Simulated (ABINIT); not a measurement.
# Si2Ni (Fm-3m) in ABINIT: further runs

One crystal, Si2Ni, is run at these levels: PBE, PBEsol, LDA; tasks: single point, relaxation of cell and atoms.

All numbers are computed with ABINIT 10.8.3 (patched build); they aren't measurements. Logs are shortened: lines on timing, memory, paths and dates and some standing lists are left out, and cuts for length are marked. The log counts tension as positive stress, the text compression.

## 1. Starting point

Symmetry: Fm-3m, No. 225, cubic system. Conventional cell: a = 5.406 Å, b = 5.406 Å, c = 5.406 Å, α = 90.00°, β = 90.00°, γ = 90.00°. Ni (site symmetry m-3m) has 8 Si at 2.34 Å as nearest neighbours. Si (site symmetry -43m) is surrounded by 4 Ni at 2.34 Å.

## 2. Single point, PBE, collinear spin, ferromagnetic start

Input file run.abi:

```
# Pseudopotentials
pp_dirpath "./"
pseudos "Ni.upf, Si.upf"

# Structure
acell 3.8226192591 3.8226192591 3.8226192591 Angstrom
rprim
     0.0000000000     0.7071067812     0.7071067812
     0.7071067812     0.0000000000     0.7071067812
     0.7071067812     0.7071067812     0.0000000000
ntypat 2
znucl 28 14
natom 3
typat 1 2 2
xred
     0.0000000000     0.0000000000     0.0000000000
     0.7500000000     0.7500000000     0.7500000000
     0.2500000000     0.2500000000     0.2500000000

# Plane-wave basis
ecut 1251.723767 eV

# k points
kptopt 1
ngkpt 7 7 7
nshiftk 1
shiftk 0.0 0.0 0.0

# Exchange and correlation
ixc 11

# Bands and occupations
nband 18
occopt 3
tsmear 0.05 eV

# Spin
nsppol 2
spinat
     0.0000000000     0.0000000000     1.0000000000
     0.0000000000     0.0000000000     0.0000000000
     0.0000000000     0.0000000000     0.0000000000

# SCF cycle
nstep 100
tolvrs 1.0e-10

# Output
iomode 3
prtwf 0
prteig 0
prtebands 0
enunit 2
prtden 1
prtvha 1
prtvclmb 1
prtpot 1
```

Potentials or basis: PseudoDojo NC SR PBE v0.4.1 standard.

The run is started by

```sh
> mpirun --bind-to none -np 4 abinit run.abi > log 2>&1
```

run.abo:

```text
.Version 10.8.3 of ABINIT
 Symmetries : space group Fm -3 m (#225); Bravais cF (face-center cubic)
================================================================================
 Values of the parameters that define the memory need of the present run
     intxc =       0    ionmov =       0      iscf =       7    lmnmax =       6
     lnmax =       6     mgfft =      48  mpssoang =       3    mqgrid =    3001
     natom =       3  nloc_mem =       1    nspden =       2   nspinor =       1
    nsppol =       2      nsym =      48    n1xccc =    2501    ntypat =       2
    occopt =       3   xclevel =       2
       mpw =        3999          nfft =      110592          nkpt =          20
================================================================================
================================================================================

--------------------------------------------------------------------------------
------------- Echo of variables that govern the present computation ------------
--------------------------------------------------------------------------------
 -outvars: echo values of preprocessed input variables --------
            acell      7.2237034833E+00  7.2237034833E+00  7.2237034833E+00 Bohr
              amu      5.86900000E+01  2.80855000E+01
             ecut      4.60000000E+01 Hartree
           enunit           2
              ixc          11
         kptrlatt        7    0    0      0    7    0      0    0    7
          kptrlen      5.05659244E+01
            natom           3
            nband          18
            ngfft          48      48      48
             nkpt          20
           nspden           2
           nsppol           2
            nstep         100
             nsym          48
           ntypat           2
           occopt           3
        prtebands           0
           prteig           0
           prtpot           1
         prtvclmb           1
           prtvha           1
            prtwf           0
            rprim      0.0000000000E+00  7.0710678120E-01  7.0710678120E-01
                       7.0710678120E-01  0.0000000000E+00  7.0710678120E-01
                       7.0710678120E-01  7.0710678120E-01  0.0000000000E+00
          spgroup         225
           spinat      0.0000000000E+00  0.0000000000E+00  1.0000000000E+00
                       0.0000000000E+00  0.0000000000E+00  0.0000000000E+00
                       0.0000000000E+00  0.0000000000E+00  0.0000000000E+00
           tolvrs      1.00000000E-10
           tsmear      1.83746611E-03 Hartree
            typat      1  2  2
           xangst      0.0000000000E+00  0.0000000000E+00  0.0000000000E+00
                       4.0545000001E+00  4.0545000001E+00  4.0545000001E+00
                       1.3515000000E+00  1.3515000000E+00  1.3515000000E+00
            xcart      0.0000000000E+00  0.0000000000E+00  0.0000000000E+00
                       7.6618945776E+00  7.6618945776E+00  7.6618945776E+00
                       2.5539648592E+00  2.5539648592E+00  2.5539648592E+00
             xred      0.0000000000E+00  0.0000000000E+00  0.0000000000E+00
[... 158 lines left out ...]
  -3.49758   -2.04180   -2.04180   -2.04180   -0.16076    0.15722    0.15722    0.15722
   0.22056    0.22056    0.33732    0.41180    0.41180    0.41180    0.43204    0.43204
   0.43204    0.52217
      occupation numbers for kpt#   1
   1.00000    1.00000    1.00000    1.00000    1.00000    1.00000    1.00000    1.00000
   1.00000    1.00000    0.99514    0.00000    0.00000    0.00000    0.00000    0.00000
   0.00000    0.00000
 prteigrs : prtvol=0 or 1, do not print more k-points.

 Eigenvalues (hartree) for nkpt=  20  k points, SPIN DOWN:
 kpt#   1, nband= 18, wtk=  0.00292, kpt=  0.0000  0.0000  0.0000 (reduced coord)
  -3.49758   -2.04180   -2.04180   -2.04180   -0.16076    0.15722    0.15722    0.15722
   0.22056    0.22056    0.33732    0.41180    0.41180    0.41180    0.43204    0.43204
   0.43204    0.52217
      occupation numbers for kpt#   1
   1.00000    1.00000    1.00000    1.00000    1.00000    1.00000    1.00000    1.00000
   1.00000    1.00000    0.99514    0.00000    0.00000    0.00000    0.00000    0.00000
   0.00000    0.00000
 prteigrs : prtvol=0 or 1, do not print more k-points.

 Fermi (or HOMO) energy (eV) =   9.44511   Average Vxc (eV)= -11.65092
 Eigenvalues (   eV  ) for nkpt=  20  k points, SPIN UP:
 kpt#   1, nband= 18, wtk=  0.00292, kpt=  0.0000  0.0000  0.0000 (reduced coord)
 -95.17408  -55.56017  -55.56017  -55.56017   -4.37461    4.27817    4.27817    4.27817
   6.00180    6.00180    9.17904   11.20560   11.20560   11.20560   11.75633   11.75633
  11.75633   14.20884
 prteigrs : prtvol=0 or 1, do not print more k-points.

 Eigenvalues (   eV  ) for nkpt=  20  k points, SPIN DOWN:
 kpt#   1, nband= 18, wtk=  0.00292, kpt=  0.0000  0.0000  0.0000 (reduced coord)
 -95.17408  -55.56017  -55.56017  -55.56017   -4.37461    4.27817    4.27817    4.27817
   6.00180    6.00180    9.17904   11.20560   11.20560   11.20560   11.75633   11.75633
  11.75633   14.20884
 prteigrs : prtvol=0 or 1, do not print more k-points.

--- !EnergyTerms
iteration_state     : {dtset: 1, }
comment             : Components of total free energy in Hartree
kinetic             :  8.20218329570219E+01
hartree             :  7.18052881700153E+01
xc                  : -2.46284061074866E+01
Ewald energy        : -9.28967318803416E+01
psp_core            :  3.73120321946378E+00
local_psp           : -1.91087047571419E+02
non_local_psp       : -2.52380523385270E+01
internal            : -1.76291913551274E+02
'-kT*entropy'       : -2.53914534765851E-04
total_energy        : -1.76292167465808E+02
total_energy_eV     : -4.79715426105328E+03
band_energy         : -1.62773238095108E+01
...

 Cartesian components of stress tensor (hartree/bohr^3)
  sigma(1 1)= -9.99870796E-05  sigma(3 2)=  0.00000000E+00
  sigma(2 2)= -9.99870796E-05  sigma(3 1)=  0.00000000E+00
  sigma(3 3)= -9.99870796E-05  sigma(2 1)=  0.00000000E+00

-Cartesian components of stress tensor (GPa)         [Pressure=  2.9417E+00 GPa]
- sigma(1 1)= -2.94172144E+00  sigma(3 2)=  0.00000000E+00
- sigma(2 2)= -2.94172144E+00  sigma(3 1)=  0.00000000E+00
- sigma(3 3)= -2.94172144E+00  sigma(2 1)=  0.00000000E+00

== END DATASET(S) ==============================================================
================================================================================

 -outvars: echo values of variables after computation  --------
            acell      7.2237034833E+00  7.2237034833E+00  7.2237034833E+00 Bohr
           etotal     -1.7629216747E+02
            fcart      7.7219240348E-32  8.5799155943E-33 -7.7219240348E-32
                      -1.5443848070E-31 -1.7159831189E-32  1.5443848070E-31
                       7.7219240348E-32  8.5799155943E-33 -7.7219240348E-32
            rprim      0.0000000000E+00  7.0710678120E-01  7.0710678120E-01
                       7.0710678120E-01  0.0000000000E+00  7.0710678120E-01
                       7.0710678120E-01  7.0710678120E-01  0.0000000000E+00
           strten     -9.9987079606E-05 -9.9987079606E-05 -9.9987079606E-05
                       0.0000000000E+00  0.0000000000E+00  0.0000000000E+00
           xangst      0.0000000000E+00  0.0000000000E+00  0.0000000000E+00
                       4.0545000001E+00  4.0545000001E+00  4.0545000001E+00
                       1.3515000000E+00  1.3515000000E+00  1.3515000000E+00
             xred      0.0000000000E+00  0.0000000000E+00  0.0000000000E+00
                       7.5000000000E-01  7.5000000000E-01  7.5000000000E-01
                       2.5000000000E-01  2.5000000000E-01  2.5000000000E-01
 Calculation completed.
```

Run time: 67 s. Hardware: 4 MPI ranks of Intel Xeon Platinum 8488C (Sapphire Rapids), shared host; peak memory 0.48 GiB.

What came out:

```
Free energy                                           : -4797.1543 eV
Pressure                                              : 2.9 GPa
Band gap on the k mesh                                : none (metal or under the smearing width)
Net moment                                            : 0.00 μB per cell
Valence electrons inside the program's atomic spheres : Ni 16.55; Si 1.73
```

Caveat: small starting moments can end in a higher magnetic state in this program.

## 3. Relaxation of cell and atoms, PBEsol, collinear spin, ferromagnetic start

Input file run.abi:

```
pp_dirpath "./"
pseudos "Ni.GGA_PBE-JTH.xml, Si.GGA_PBE-JTH.xml"

acell 3*1.0 Angstrom
rprim
     0.0000000000     2.7030000000     2.7030000000
     2.7030000000     0.0000000000     2.7030000000
     2.7030000000     2.7030000000     0.0000000000
ntypat 2
znucl 28 14
natom 3
typat 1 2 2
chkprim 0
chksymtnons 0
tolsym 1.0e-6
xred
            0.0            0.0            0.0
            3/4            3/4            3/4
            1/4            1/4            1/4

ecut 41.0
pawecutdg 63.0
pawxcdev 0
ecutsm 0.5

kptopt 1
ngkpt 7 7 7
nshiftk 1
shiftk 0.0 0.0 0.0

ixc -116133

nband 18
occopt 3
tsmear 0.05 eV

nsppol 2
spinat
     0.0000000000     0.0000000000     1.0000000000
     0.0000000000     0.0000000000     0.0000000000
     0.0000000000     0.0000000000     0.0000000000

nstep 80
tolvrs 1.0e-10

iomode 3
prteig 0
prtebands 0
prtwf 0
prtden 0

ionmov 2
optcell 2
ntime 50
tolmxf 2.0e-5
dilatmx 1.08
```

Potentials or basis: JTH PAW PBE v2.0.

The run is started by

```sh
> abinit run.abi > log 2>&1
```

Run time: 12 min. Hardware: 1 thread of Intel Xeon Platinum 8375C at 2.90GHz (Ice Lake), shared host; peak memory 0.29 GiB.

The run converged. Its results:

```yaml
Free_energy: -4864.8472 eV
Relaxed_volume: 13.07 Å³/atom
Relaxed_cell: a = 3.813 Å, b = 3.813 Å, c = 3.813 Å, α = 60.00°, β = 60.00°, γ = 60.00°
Space_group_after_relaxing_to_0.05_Å: Fm-3m (No. 225)
Energy_gained_by_relaxing: 0.4 meV/atom
Ionic_steps: 4
Pressure_after_relaxing: 0.0 GPa
Band_gap_on_the_k_mesh: none (metal or under the smearing width)
Net_moment: 0.00 μB per cell
```

Step by step:
```tsv
step	energy change (eV)	largest force (eV/Å)	pressure (GPa)	volume (Å³)
1	0.0000	0.0000	-1.23	39.50
2	-0.0009	0.0000	-0.62	39.35
3	-0.0011	0.0000	0.01	39.20
4	-0.0011	0.0000	0.00	39.20
```

Final structure:
```yaml
crystal:
  lattice:
    - [0.00000, 2.69623, 2.69623]
    - [2.69623, 0.00000, 2.69623]
    - [2.69623, 2.69623, 0.00000]
  atoms:
    - { symbol: Ni, position: [0.00000, 0.00000, 0.00000] }
    - { symbol: Si, position: [0.75000, 0.75000, 0.75000] }
    - { symbol: Si, position: [0.25000, 0.25000, 0.25000] }
```

Caveat: small starting moments can end in a higher magnetic state in this program; the PAW data sets were made with another functional, which shifts forces and pressure a little.

## 4. Single point, LDA, collinear spin, ferromagnetic start

Input file run.abi:

```
# Pseudopotentials
pp_dirpath "./"
pseudos "Ni.upf, Si.upf"

# Structure
acell 3*1.0 Angstrom
rprim
     0.0000000000     2.7030000000     2.7030000000
     2.7030000000     0.0000000000     2.7030000000
     2.7030000000     2.7030000000     0.0000000000
ntypat 2
znucl 28 14
natom 3
typat 1 2 2
xred
     0.0000000000     0.0000000000     0.0000000000
     0.7500000000     0.7500000000     0.7500000000
     0.2500000000     0.2500000000     0.2500000000

# Plane-wave basis
ecut 1251.723767 eV

# k points
kptopt 1
ngkpt 7 7 7
nshiftk 1
shiftk 0.0 0.0 0.0

# Exchange and correlation
ixc 7

# Bands and occupations
nband 18
occopt 3
tsmear 0.05 eV

# Spin
nsppol 2
spinat
     0.0000000000     0.0000000000     1.0000000000
     0.0000000000     0.0000000000     0.0000000000
     0.0000000000     0.0000000000     0.0000000000

# SCF cycle
nstep 100
tolvrs 1.0e-10

# Output
iomode 3
prtwf 0
prtden 0
prteig 0
prtebands 0
enunit 2
```

Potentials or basis: PseudoDojo NC SR LDA v0.4.1 standard.

The run is started by

```sh
> abinit run.abi > log 2>&1
```

Wall time 1.9 min (1 thread of Intel Xeon 6975P-C (Granite Rapids), shared host); peak memory 0.14 GiB.

It converged, with:

* Free energy: -4795.8362 eV
* Pressure: -5.7 GPa
* Band gap on the k mesh: none (metal or under the smearing width)
* Net moment: 0.00 μB per cell
* Valence electrons inside the program's atomic spheres: Ni 16.57; Si 1.74

Levels at points of the mesh, in eV from the Fermi level:
Spin up:
| k point | band 9 | band 10 | band 11 | band 12 | band 13 | band 14 | band 15 | band 16 | band 17 | band 18 |
| --- | --- | --- | --- | --- | --- | --- | --- | --- | --- | --- |
| (0.00, 0.00, 0.00) | -3.43 | -3.43 | -0.33 | 1.80 | 1.80 | 1.80 | 2.36 | 2.36 | 2.36 | 4.77 |
Spin down:
| k point | band 11 | band 12 | band 13 | band 14 | band 15 | band 16 |
| --- | --- | --- | --- | --- | --- | --- |
| (0.00, 0.00, 0.00) | -0.33 | 1.80 | 1.80 | 1.80 | 2.36 | 2.36 |

Caveat: small starting moments can end in a higher magnetic state in this program.

## 5. The runs side by side

```tsv
task	level	potentials or basis	cell	cutoff (eV)	cell freedom (optcell)	optimiser (ionmov)	cutoff smearing ecutsm (Ha)	force stop (Ha/bohr)	fine-grid cutoff	gap on the mesh (eV)	pressure (GPa)	moment (μB)
single point	PBE	PseudoDojo NC SR PBE v0.4.1 standard	as given	1252	-	-	-	-	-	none	2.9	0.00
relaxation of cell and atoms	PBEsol	JTH PAW PBE v2.0	relaxed	1116	2	2	0.5	2e-05	1714.32 eV	none	0.0	0.00
single point	LDA	PseudoDojo NC SR LDA v0.4.1 standard	as given	1252	-	-	-	-	-	none	-5.7	0.00
```

Alike in all rows: spin collinear, ferromagnetic start; k mesh 7 × 7 × 7; smearing fermi-dirac 0.05 eV.

Caveats: small starting moments can end in a higher magnetic state in this program; the PAW data sets were made with another functional, which shifts forces and pressure a little (some runs).

Total energies depend on the potentials used, so only differences within one code and one set of settings carry meaning.
